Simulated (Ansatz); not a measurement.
## PbO (model cell, started as layered BN type): the cell at rest: bringing the structure to rest

Ansatz 0.2.0; DFT PBEsol, scalar-relativistic, plane waves, PAW; PAW set soft_1.

The structure was built from a prototype and need not be the compound's stable phase.

Symmetry: P6_3/mmc, No. 194, hexagonal system. The conventional cell has a = 4.127 Å, b = 4.127 Å, c = 5.957 Å, α = 90.00°, β = 90.00°, γ = 120.00°. Nearest to Pb lie 3 O at 2.38 Å. O has 3 Pb at 2.38 Å nearest. Farther neighbours and most contacts between anions are not listed.

Step by step:

```csv
step,energy less that of the first step (eV),largest force component (eV/Å),pressure (GPa),volume (Å³)
1,0.0000,0.0000,-2.11,87.87
2,-0.1564,0.0000,-0.18,83.60
3,-0.2786,0.0000,-0.87,82.74
4,-0.2732,0.0000,2.22,79.58
5,-0.2936,0.0000,-0.02,81.66
6,-0.2937,0.0000,0.00,81.64
7*,-0.2930,0.0000,-0.03,81.64
8,-0.2931,0.0000,0.00,81.60
9*,-0.2931,0.0000,0.00,81.60
```

Relaxation steps marked * repeat the geometry before them on a plane-wave basis chosen anew for their cell, so energy and pressure can jump there. Relaxation step 4 was tried and not accepted.

The run keeps the 24 symmetry operations that it works with, so distortions that break them were not tested.

```
conventional cell, symmetrised  before  after   change
                         a (Å)   4.127  4.239   +2.7 %
                         b (Å)   4.127  4.239   +2.7 %
                         c (Å)   5.957  5.243  -12.0 %
              volume (Å³/atom)   21.97  20.40   -7.1 %
```

The relaxed structure:

```cif
data_structure
_symmetry_space_group_name_H-M 'P 1'
_symmetry_Int_Tables_number 1
_cell_length_a 4.2393
_cell_length_b 4.2393
_cell_length_c 5.2432
_cell_angle_alpha 90.000
_cell_angle_beta 90.000
_cell_angle_gamma 120.000
_cell_volume 81.60
loop_
_atom_site_label
_atom_site_type_symbol
_atom_site_fract_x
_atom_site_fract_y
_atom_site_fract_z
_atom_site_occupancy
Pb1 Pb 0.33333 0.66667 0.25000 1
Pb2 Pb 0.66667 0.33333 0.75000 1
O3 O 0.66667 0.33333 0.25000 1
O4 O 0.33333 0.66667 0.75000 1
```

Numbers from this step:

| Property | Result |
| --- | --- |
| pressure | 0.001152 GPa |
| gap on the k-mesh | 1.197 eV |
| volume per atom | 20.40 Å³ |
| direct gap on mesh | 1.197 eV |

ELF in the ac plane at fractional y = 0.333, with atoms of Pb and O within 0.2 Å of it. It is the smooth field of the valence electrons, not physical close to the nuclei.

Values, 17 rows by 14 columns, each cell a mean:
```
0.07 0.07 0.07 0.07 0.07 0.10 0.19 0.28 0.32 0.34 0.33 0.29 0.22 0.13
0.11 0.11 0.14 0.13 0.11 0.18 0.31 0.43 0.43 0.40 0.42 0.44 0.35 0.22
0.14 0.17 0.24 0.20 0.15 0.23 0.39 0.42 0.25 0.13 0.20 0.39 0.43 0.28
0.16 0.20 0.30 0.25 0.17 0.25 0.41 0.33 0.09 0.02 0.05 0.26 0.43 0.31
0.16 0.20 0.29 0.24 0.17 0.25 0.41 0.34 0.09 0.01 0.05 0.26 0.43 0.30
0.14 0.16 0.22 0.19 0.14 0.23 0.38 0.44 0.30 0.18 0.25 0.41 0.42 0.27
0.10 0.11 0.14 0.12 0.10 0.17 0.30 0.42 0.44 0.42 0.43 0.44 0.34 0.21
0.06 0.06 0.07 0.06 0.06 0.09 0.16 0.24 0.28 0.30 0.29 0.25 0.19 0.11
0.06 0.07 0.09 0.08 0.06 0.06 0.10 0.15 0.18 0.20 0.19 0.16 0.11 0.07
0.10 0.16 0.21 0.18 0.12 0.10 0.16 0.35 0.48 0.55 0.51 0.39 0.21 0.10
0.16 0.26 0.34 0.29 0.19 0.16 0.33 0.66 0.78 0.80 0.80 0.72 0.44 0.18
0.19 0.31 0.39 0.34 0.22 0.20 0.44 0.77 0.77 0.66 0.73 0.79 0.57 0.23
0.19 0.32 0.40 0.36 0.23 0.21 0.48 0.79 0.69 0.43 0.60 0.79 0.61 0.26
0.18 0.30 0.38 0.34 0.22 0.19 0.43 0.76 0.77 0.68 0.75 0.79 0.56 0.23
0.15 0.25 0.32 0.28 0.18 0.15 0.31 0.63 0.77 0.80 0.79 0.69 0.41 0.17
0.09 0.15 0.19 0.17 0.11 0.09 0.15 0.30 0.42 0.49 0.45 0.34 0.19 0.10
0.05 0.07 0.08 0.07 0.06 0.06 0.09 0.14 0.17 0.18 0.17 0.15 0.11 0.07
```
Columns run along a (4.2 Å), rows up along c (5.2 Å). Atoms in or near the plane, at fractional coordinates: Pb at (0.67, 0.75), O at (0.67, 0.25).

Electrostatic potential energy in the ac plane at fractional y = 0.333, with atoms of Pb and O within 0.2 Å of it. With pseudopotentials it is smooth inside the atoms' cores, unlike the true potential.

Ten even steps from '_' (-34 eV) to '@' (12 eV), each cell a mean:
```
@@@@@@@@@@@@@@%%##****##%%@@
@@@@@@@@@@@@%%++::....==##%%
@@@@@@@@@@%%**..________==%%
@@@@@@@@@@%%==____....__--##
@@@@@@@@@@%%==____....__--##
@@@@@@@@@@%%**..______..++%%
@@@@@@@@@@@@%%++::..::==##%%
@@@@@@@@@@@@@@%%######%%@@@@
@@@@@@@@@@@@@@@@@@@@@@@@@@@@
@@@@@@@@@@@@@@@@@@@@@@@@@@@@
@@@@%%%%@@@@@@@@**==++%%@@@@
@@%%%%%%%%@@@@##::__..++@@@@
@@%%%%%%%%@@@@++..____--@@@@
@@%%%%%%@@@@@@##::....++@@@@
@@@@%%%%@@@@@@@@##++**@@@@@@
@@@@@@@@@@@@@@@@@@@@@@@@@@@@
@@@@@@@@@@@@@@@@@@@@@@@@@@@@
```
Columns run along a (4.2 Å; values clipped at the 3rd and 97th percentile), rows up along c (5.2 Å). Atoms in or near the plane, at fractional coordinates: Pb at (0.67, 0.75), O at (0.67, 0.25).

Valence density in the ac plane at fractional y = 0.333, with atoms of Pb and O within 0.2 Å of it. It is the smooth field of the valence electrons, not physical close to the nuclei.

Ten even steps from '_' (0.0 e/Å³) to '@' (7.7 e/Å³), each cell a mean:
```
____________________________
________________..::::..____
______________::==**++--..__
____________..--**@@##==..__
______________--**@@##==..__
______________::==++==::____
________________..::....____
____________________________
____________________________
____________________________
________________..::::______
______________..==##++::____
______________::**@@##::____
______________..--**==..____
________________..::..______
____________________________
____________________________
```
Columns run along a (4.2 Å), rows up along c (5.2 Å). Atoms in or near the plane, at fractional coordinates: Pb at (0.67, 0.75), O at (0.67, 0.25).

**Question.** Which input gives these results?

The system, level and task follow from the heading and the kind of results. Meshes, cutoffs and thresholds can't be read from the results; these are the ones that the run used.

input.yaml

```yaml
crystal:
  lattice:
    - [4.12713, 0.0, 0.0]
    - [-2.06357, 3.5742, 0.0]
    - [0.0, 0.0, 5.957]
  atoms:
    - { symbol: Pb, position: [0.333333, 0.666667, 0.25] }
    - { symbol: Pb, position: [0.666667, 0.333333, 0.75] }
    - { symbol: O, position: [0.666667, 0.333333, 0.25] }
    - { symbol: O, position: [0.333333, 0.666667, 0.75] }
kpoints:
  mp_grid: { grid: [9, 9, 4] }
hamiltonian:
  xc: pbesol
  pseudopotentials: { kind: paw, azcp: { folder: soft_1 }, xc_functional: pbe }
scf:
  occupations: { method: gaussian, width: 0.02 }
output:
  forces: true
  stress: true
  eigenvalues: true
  write_density: true
  write_potential: true
  elf: true
  volumetric_format: npy
relax:
  adjacent_minimum: "off"
  f_tol: 0.005
  max_steps: 80
  cell: { stress_tol: 0.05 }
```

Launch:

```sh
ansatz run input.yaml --threads 4 --pin off --max-ram 10240MiB --backend cpu --events-out ev --progress --plain --runs-dir out
```

[Logs are printed without paths, hosts, clocks, repeated set-up lines and the standing remarks that a program may print on its own settings, such as how far it seeks lower states.]

[Hosts, paths, dates, database ids (printed as entryN), source tags and the programs' standing remarks are cut or masked in the printed files.]
